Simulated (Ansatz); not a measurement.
Crystal: C.

```
C
1.0
     2.52210    0.00000    0.00000
    -1.26105    2.18420    0.00000
     0.00000    0.00000    8.23710
C
8
Direct
  0.66667 0.33333 0.84375
  0.33333 0.66667 0.34375
  0.66667 0.33333 0.65625
  0.33333 0.66667 0.15625
  0.00000 0.00000 0.90625
  0.00000 0.00000 0.40625
  0.00000 0.00000 0.59375
  0.00000 0.00000 0.09375
```

This is a hexagonal form of diamond, not graphite.

Base run:

| Item | Value |
| --- | --- |
| Program | Ansatz 0.2.0 |
| Functional | RPBE |
| Potentials or basis | Ansatz PAW |
| Cutoff | 420 eV (not typed: the program's choice for these potentials) |
| k mesh | 12 × 12 × 4 |
| Occupations | fermi-dirac, width 0.05 eV |
| Spin | no spin polarisation |

Its results: band gap on the k mesh 4.42 eV, indirect (least direct gap 5.20 eV); pressure 8.4 GPa; largest force 0.327 eV/Å.

Question: After a change of settings the same cell gave: band gap on the k mesh 4.75 eV, indirect (least direct gap 5.34 eV); pressure 11.5 GPa; largest force 0.341 eV/Å. Which change was it?
A. functional from RPBE to PBE; occupations from fermi-dirac, width 0.05 eV to gaussian, width 0.015 eV
B. functional from RPBE to revPBE
C. functional from RPBE to BLYP

Answer: C.

Caveats: the PAW data sets come from PBE, with cores solved anew for the run's functional, which leaves a small shift of forces and pressure.
